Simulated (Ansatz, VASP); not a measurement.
**Two plane-wave programs on Ce**

Contents of INCAR:

```
SYSTEM = Ce
PREC = Accurate
ENCUT = 520
EDIFF = 1E-7
ISMEAR = -1
SIGMA = 0.1
LREAL = .FALSE.
LASPH = .TRUE.
NELM = 60
ALGO = Fast
ISIF = 2
LWAVE = .FALSE.
LCHARG = .FALSE.
GGA = PS
NBANDS = 12
```

File KPOINTS:

```
Automatic mesh
0
G
  16 16 16
  0 0 0
```

File POSCAR:

```
Ce
1.0
    0.0000000000      2.3263827831      2.3263827831
    2.3263827831      0.0000000000      2.3263827831
    2.3263827831      2.3263827831      0.0000000000
Ce
1
Direct
    0.0000000000      0.0000000000      0.0000000000
```

Input for Ansatz:

```yaml
crystal:
  lattice:
    - [0.0, 2.3263827831, 2.3263827831]
    - [2.3263827831, 0.0, 2.3263827831]
    - [2.3263827831, 2.3263827831, 0.0]
  atoms:
    - { symbol: Ce, position: [0.0, 0.0, 0.0] }
hamiltonian:
  xc: pbesol
  pseudopotentials:
    kind: paw
    azcp:
      Ce: "pseudopotentials/Ce.paw.azcp"
basis:
  ecutwfc: 420
  fft_grid_basis: typed
kpoints:
  mp_grid: { grid: [16, 16, 16], shift: [0, 0, 0] }
magnetization:
  spin_polarized: false
scf:
  occupations: { method: fermi_dirac, width: 0.1 }
output:
  stress: true
```

Alike in both runs: task single point; functional PBEsol; k mesh 16 × 16 × 16; occupations fermi-dirac, width 0.1 eV; no spin polarisation.

|  | VASP | Ansatz |
| --- | --- | --- |
| version | VASP 6.6.1 | Ansatz 0.2.0 |
| potentials or method | VASP PAW PBE potentials, release 64 (Ce) | plane waves (420 eV) with PAW, scalar-relativistic |
| plane-wave cutoff (eV) | 520 | 420 |
| valence electrons in the cell | 12 | 12 |

|  | VASP | Ansatz | Ansatz less VASP |
| --- | --- | --- | --- |
| pressure (GPa) | -1.9 | -1.7 | +0.19 |

Ansatz warned: «pseudo_functional_mismatch».

Caveats: the PAW data sets were made with another functional, which shifts forces and pressure a little (VASP). Spin polarisation is off, so any magnetic state and its effect on volume and gap are missing. Spin-orbit coupling is left out, which matters for the levels of Ce.
